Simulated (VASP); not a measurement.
# Sb (R-3m) in VASP: a series of runs

Runs on Sb. Level: PBE. Tasks: relaxation of cell and atoms.

Everything below comes from runs of VASP 6.6.1. Logs are shortened: lines on timing, memory, paths and dates and some standing lists are left out, and cuts for length are marked.

## 1. The structure

It takes space group R-3m (No. 166, trigonal). The conventional cell has a = 4.308 Å, b = 4.308 Å, c = 11.274 Å, α = 90.00°, β = 90.00°, γ = 120.00°. Sb (site symmetry 3m) is surrounded by 3 Sb at 2.91 Å.

## 2. Relaxation of cell and atoms, PBE

Input file INCAR:

```
SYSTEM = Sb
ALGO     = Normal         ! electronic algorithm
EDIFF    = 1E-6           ! SCF threshold, eV
EDIFFG   = -0.01          ! ionic threshold
ENCUT    = 520            ! plane-wave cutoff, eV
GGA      = PE             ! functional
IBRION   = 2              ! ionic algorithm
ISIF     = 3              ! what is computed and relaxed
ISMEAR   = 0              ! smearing method
LASPH    = .True.         ! aspherical terms in the spheres
LCHARG   = .False.        ! write CHGCAR
LREAL    = .False.        ! projectors in reciprocal space
LWAVE    = .False.        ! write WAVECAR
NELM     = 120            ! most SCF steps
NSW      = 90             ! ionic steps
PREC     = Accurate       ! precision mode
SIGMA    = 0.1            ! smearing width, eV
```

Input file KPOINTS:

```
k-points
0
Gamma
  12 12 12
  0 0 0
```

Input file POSCAR:

```
Sb
1.0
    2.1542000000      1.2437279500      3.7580000000
   -2.1542000000      1.2437279500      3.7580000000
    0.0000000000     -2.4874559000      3.7580000000
Sb
2
Direct
    0.2334900000      0.2334900000      0.2334900000
    0.7665100000      0.7665100000      0.7665100000
```

Potentials or basis: VASP PAW PBE potentials, release 64 (Sb).

Started as:

```
> cat potpaw_PBE.64/Sb/POTCAR > POTCAR
> mpirun -np 1 vasp_std > vasp.out
```

OUTCAR:

```text
SYSTEM = Sb
   EDIFF = 1E-6
   EDIFFG = -0.01
   ENCUT = 520
   GGA = PE
   IBRION = 2
   ISIF = 3
   ISMEAR = 0
   LASPH = .True.
   LREAL = .False.
   NELM = 120
   NSW = 90
   PREC = Accurate

 ion  position               nearest neighbor table
   1  0.233  0.233  0.233-   2 2.91   2 2.91   2 2.91   2 3.35   2 3.35   2 3.35
   2  0.767  0.767  0.767-   1 2.91   1 2.91   1 2.91   1 3.35   1 3.35   1 3.35

  LATTYP: Found a trigonal (rhomboedric) cell.
 ALAT       =     4.5066618304
 COS(alpha) =     0.5430253623

  Lattice vectors:

 A1 = (   2.1542000000,   1.2437279500,   3.7580000000)
 A2 = (  -2.1542000000,   1.2437279500,   3.7580000000)
 A3 = (   0.0000000000,  -2.4874559000,   3.7580000000)

Analysis of symmetry for initial positions (statically):
=====================================================================
 Subroutine PRICEL returns:
 Original cell was already a primitive cell.

 Routine SETGRP: Setting up the symmetry group for a
 trigonal (rhombohedral) supercell.

 Subroutine GETGRP returns: Found 12 space group operations
 (whereof 12 operations were pure point group operations)
 out of a pool of 12 trial point group operations.

The static configuration has the point symmetry D_3d.

Analysis of symmetry for dynamics (positions and initial velocities):
=====================================================================
 Subroutine PRICEL returns:
 Original cell was already a primitive cell.

 Routine SETGRP: Setting up the symmetry group for a
 trigonal (rhombohedral) supercell.

 Subroutine GETGRP returns: Found 12 space group operations
 (whereof 12 operations were pure point group operations)
 out of a pool of 12 trial point group operations.

The dynamic configuration has the point symmetry D_3d.

 Subroutine INISYM returns: Found 12 space group operations
 (whereof 12 operations are pure point group operations),
 and found     1 'primitive' translations

----------------------------------------------------------------------------------------

                                     Primitive cell

  volume of cell :      60.4115

  direct lattice vectors                    reciprocal lattice vectors
     2.154200000  1.243727950  3.758000000     0.232104726  0.134005726  0.088699663
[... 103 lines left out ...]
   IALGO  =     38    algorithm
   IMIX   =      4    mixing-type and parameters
     AMIX     =   0.40;   BMIX     =  1.00
     AMIX_MAG =   1.60;   BMIX_MAG =  1.00
  volume/ion in A,a.u.               =      30.21       203.84
  Fermi-wavevector in a.u.,A,eV,Ry     =   0.898880  1.698637 10.993305  0.807985
  Thomas-Fermi vector in A             =   2.021644
   LORBIT       =      0    0 simple, 1 ext, 2 COOP (PROOUT), +10 PAW based schemes
   GGA     = PE    functional components
   LHFCALC =     F    Hartree Fock is set to
   AEXX    =    0.0000 exact exchange contribution
   IVDW    =     0    specifies the selected vdW correction
   LEPSILON=     F    determine dielectric tensor
   LRPA    =     F    only Hartree local field effects (RPA)
 conjugate gradient relaxation of ions
 non-spin polarized calculation
 Gauss-broadening in eV      SIGMA  =   0.10
  energy-cutoff  :      520.00
  volume of cell :       60.41
 maximum number of plane-waves:      1641
 NGX is ok and might be reduce to    36
   NGX = 17   NGY = 17   NGZ = 17

--------------------------------------- Ionic step        1  -------------------------------------------

 number of electron      10.0000000 magnetization

 Free energy of the ion-electron system (eV)
  ---------------------------------------------------
  ext. energy  EPLUGINS =         0.00000000
  ---------------------------------------------------
  free energy    TOTEN  =        -8.25034736 eV

  energy without entropy =       -8.24980788  energy(sigma->0) =       -8.25007762

------------------------ aborting loop because EDIFF is reached ----------------------------------------

  FORCE on cell =-STRESS in cart. coord.  units (eV):
  Direction    XX          YY          ZZ          XY          YZ          ZX
  --------------------------------------------------------------------------------------
  -------------------------------------------------------------------------------------
  Total        1.1229852      1.1229852      0.9183904      0.0000000     -0.0000000     -0.0000000
  in kB       29.7827770     29.7827770     24.3567013      0.0000000     -0.0000000     -0.0000000
  external PRESSURE =      27.9740851 kB  Pullay stress =       0.0000000 kB
[... 203 lines left out ...]
--------------------------------------- Ionic step        7  -------------------------------------------

 number of electron      10.0000000 magnetization

 Free energy of the ion-electron system (eV)
  ---------------------------------------------------
  ext. energy  EPLUGINS =         0.00000000
  ---------------------------------------------------
  free energy    TOTEN  =        -8.27551373 eV

  energy without entropy =       -8.27486656  energy(sigma->0) =       -8.27519014

 E-fermi :   6.6169     XC(G=0):  -9.3132

 val. band max:        6.5434625278   @ k =   0.4167   0.0833   0.0833
 cond. band min:       6.6286024093   @ k =   0.3333   0.1667   0.1667
 fundamental gap:      0.0851398815
 Fermi energy:         6.6169034234

 k-point     1 :       0.0000    0.0000    0.0000
  band No.  band energies     occupation
      1      -5.6780      2.00000
      2       1.6163      2.00000
      3       4.7221      2.00000
      4       4.9634      2.00000
      5       4.9634      2.00000
      6       8.6730      0.00000
      7       9.2684      0.00000
      8       9.2684      0.00000
      9      11.8121      0.00000
[... 265 lines left out ...]
 k-point    24 :      -0.4167    0.1667   -0.0000
  band No.  band energies     occupation
      1      -3.3116      2.00000
      2      -2.6044      2.00000
      3       3.1372      2.00000
      4       4.5165      2.00000
      5       5.0532      2.00000
      6       7.6093      0.00000
      7       7.8633      0.00000
      8       9.6180      0.00000
      9      13.1398      0.00000

 [... further k-points ...]

------------------------ aborting loop because EDIFF is reached ----------------------------------------

  FORCE on cell =-STRESS in cart. coord.  units (eV):
  Direction    XX          YY          ZZ          XY          YZ          ZX
  --------------------------------------------------------------------------------------
  -------------------------------------------------------------------------------------
  Total        0.0054125      0.0054125      0.0054897     -0.0000000     -0.0000000      0.0000000
  in kB        0.1365008      0.1365008      0.1384482     -0.0000000     -0.0000000      0.0000000
  external PRESSURE =       0.1371499 kB  Pullay stress =       0.0000000 kB
[... 17 lines left out ...]
  FREE ENERGIE OF THE ION-ELECTRON SYSTEM (eV)
  ---------------------------------------------------
  free  energy   TOTEN  =        -8.2755137275 eV

  energy  without entropy=       -8.2748665614  energy(sigma->0) =       -8.27519014

 reached required accuracy - stopping structural energy minimisation
```

OSZICAR:

```text
N       E                     dE             d eps       ncg     rms          rms(c)
DAV:   1     0.388633098611E+02    0.38863E+02   -0.36429E+03  3402   0.869E+02
DAV:   2    -0.661008541361E+01   -0.45473E+02   -0.44470E+02  4824   0.126E+02
[... 44 lines left out ...]
   6 F= -.82754683E+01 E0= -.82751548E+01  d E =-.751327E-04
       N       E                     dE             d eps       ncg     rms          rms(c)
DAV:   1    -0.827554788086E+01   -0.79597E-04   -0.91776E-03  3516   0.546E-01    0.355E-02
DAV:   2    -0.827553051764E+01    0.17363E-04   -0.25400E-04  3500   0.124E-01    0.219E-02
DAV:   3    -0.827551367153E+01    0.16846E-04   -0.70243E-05  3799   0.482E-02    0.402E-03
DAV:   4    -0.827551372753E+01   -0.55995E-07   -0.37687E-06  3498   0.150E-02
   7 F= -.82755137E+01 E0= -.82751901E+01  d E =-.120596E-03
```

CONTCAR:

```text
Sb
   1.00000000000000
     2.1887512144575725    1.2636761029732806    3.8281694018035584
    -2.1887512144575725    1.2636761029732806    3.8281694018035584
    -0.0000000000000000   -2.5273522059465612    3.8281694018035584
  Sb
     2
Direct
     0.2332453826421095    0.2332453826421095    0.2332453826421095
     0.7667546173578905    0.7667546173578905    0.7667546173578905

  0.00000000E+00  0.00000000E+00  0.00000000E+00
  0.00000000E+00  0.00000000E+00  0.00000000E+00
```

Run time: 4.5 min. Hardware: 1 thread of Intel Xeon Platinum 8259CL at 2.50GHz (Skylake/Cascade Lake), shared host; peak memory 0.28 GiB.

What came out:

| Quantity | Value |
| --- | --- |
| Free energy | -8.2755 eV |
| Relaxed volume | 31.76 Å³/atom |
| Relaxed cell | a = 4.587 Å, b = 4.587 Å, c = 4.587 Å, α = 57.00°, β = 57.00°, γ = 57.00° |
| Space group after relaxing (to 0.05 Å) | R-3m (No. 166) |
| Energy gained by relaxing | 12.6 meV/atom |
| Ionic steps | 7 |
| Pressure after relaxing | 0.0 GPa |
| Band gap on the k mesh | none (metal or under the smearing width) |

Forces in eV/Å, atoms in the order of the input:
```
Sb   0.000  0.000  0.002
Sb   0.000  0.000 -0.002
```

The path:
```
step  energy change (eV)  largest force (eV/Å)  pressure (GPa)  volume (Å³)
   1              0.0000                0.2386            2.80        60.41
   2             -0.0134                0.2266           -1.57        65.14
   3             -0.0246                0.0517            0.04        63.16
   4             -0.0248                0.0363            0.03        63.23
   5             -0.0250                0.0011            0.00        63.43
   6             -0.0251                0.0014            0.01        63.47
   7             -0.0252                0.0022            0.01        63.53
```

Final structure:
```
Sb
1.0
     2.18875    1.26368    3.82817
    -2.18875    1.26368    3.82817
     0.00000   -2.52735    3.82817
Sb
2
Direct
  0.23325 0.23325 0.23325
  0.76675 0.76675 0.76675
```

## 3. Relaxation of cell and atoms, PBE

This run uses another cell than the first one, of 31.76 Å³/atom, 1.052 times its volume.

Changes to INCAR since step 2:

```diff
@@ -2,4 +2,4 @@
 ALGO     = Normal         ! electronic algorithm
-EDIFF    = 1E-6           ! SCF threshold, eV
-EDIFFG   = -0.01          ! ionic threshold
+EDIFF    = 1E-7           ! SCF threshold, eV
+EDIFFG   = -0.005         ! ionic threshold
 ENCUT    = 520            ! plane-wave cutoff, eV
@@ -14,3 +14,4 @@
 NELM     = 120            ! most SCF steps
-NSW      = 90             ! ionic steps
+NSW      = 60             ! ionic steps
+POTIM    = 0.3            ! step
 PREC     = Accurate       ! precision mode
```

KPOINTS is that of step 2.

Input file POSCAR:

```
Sb                                      
1.0
    2.1887512145      1.2636761030      3.8281694018
   -2.1887512145      1.2636761030      3.8281694018
   -0.0000000000     -2.5273522059      3.8281694018
  Sb            
     2
Direct
     0.2332453826421095    0.2332453826421095    0.2332453826421095
     0.7667546173578905    0.7667546173578905    0.7667546173578905
```

Potentials or basis: VASP PAW PBE potentials, release 64 (Sb).

Started as:

```
> cat potpaw_PBE.64/Sb/POTCAR > POTCAR
> mpirun -np 1 vasp_std > vasp.out
```

Run time: 1.7 min. Hardware: 1 thread of Intel Xeon Platinum 8259CL at 2.50GHz (Skylake/Cascade Lake), shared host; peak memory 0.27 GiB.

Results (log left out):

```yaml
Free_energy: -8.2756 eV
Pressure_after_relaxing: 0.0 GPa
Band_gap_on_the_k_mesh: none (metal or under the smearing width)
```

Forces on the atoms (eV/Å):
```
Sb   0.000  0.000  0.002
Sb   0.000  0.000 -0.002
```

Final structure:
```
CELL_PARAMETERS angstrom
2.18875 1.26368 3.82817
-2.18875 1.26368 3.82817
0.00000 -2.52735 3.82817
ATOMIC_POSITIONS crystal
Sb 0.23325 0.23325 0.23325
Sb 0.76675 0.76675 0.76675
```

Levels at points of the mesh, in eV from the Fermi level:
| k point | band 3 | band 4 | band 5 | band 6 | band 7 | band 8 |
| --- | --- | --- | --- | --- | --- | --- |
| (0.00, 0.00, 0.00) | -1.89 | -1.65 | -1.65 | 2.06 | 2.65 | 2.65 |
| (0.50, 0.00, 0.00) | -1.80 | -1.70 | -0.22 | -0.18 | 0.27 | 0.63 |
| (0.50, 0.50, 0.00) | -5.09 | -3.47 | -3.40 | 1.71 | 4.72 | 5.35 |
| (0.50, 0.50, 0.50) | -1.20 | -1.20 | -0.50 | 0.26 | 0.26 | 1.11 |

Caveat: the relaxation stopped at its first step, so nothing moved. Spin-orbit coupling is left out, which matters for the levels of Sb.
